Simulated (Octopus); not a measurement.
The system is C.

```xyz
12
Lattice="2.5221 0.0000 0.0000 -1.2611 2.1842 0.0000 0.0000 0.0000 12.3557" Properties=species:S:1:pos:R:3 pbc="T T T"
C     1.2611    0.7281    4.3760
C     0.0000    1.4561   10.5539
C     1.2611    0.7281    1.8018
C     0.0000    1.4561    7.9797
C     1.2611    0.7281    5.9205
C     0.0000    1.4561   12.0983
C     1.2611    0.7281    0.2574
C     0.0000    1.4561    6.4352
C     0.0000    0.0000   10.0390
C     0.0000    0.0000    3.8612
C     0.0000    0.0000    8.4945
C     0.0000    0.0000    2.3167
```

This is a hexagonal form of diamond, not graphite.

Base run:

* Program: Octopus 16.4
* Functional: PBE
* Potentials or basis: pseudodojo_pbe (PseudoDojo 0.5, PBE)
* Grid spacing: 0.126 Å
* k mesh: 12 × 12 × 3
* Occupations: fermi-dirac, width 0.05 eV
* Spin: no spin polarisation

Its results: band gap on the k mesh 4.43 eV, indirect (least direct gap 5.34 eV); largest force 0.329 eV/Å.

**Question.** The run is repeated on the same cell with these changes: functional from PBE to PBEsol; potentials or basis from pseudodojo_pbe (PseudoDojo 0.5, PBE) to pseudodojo_pbesol (PseudoDojo 0.4, PBEsol). What comes out?

**Answer.** Band gap on the k mesh 4.30 eV, indirect (least direct gap 5.27 eV); largest force 0.337 eV/Å.

Caveats: an odd mesh through Γ misses points on the zone boundary, where band edges often lie.

Not every run made on this cell is shown here.
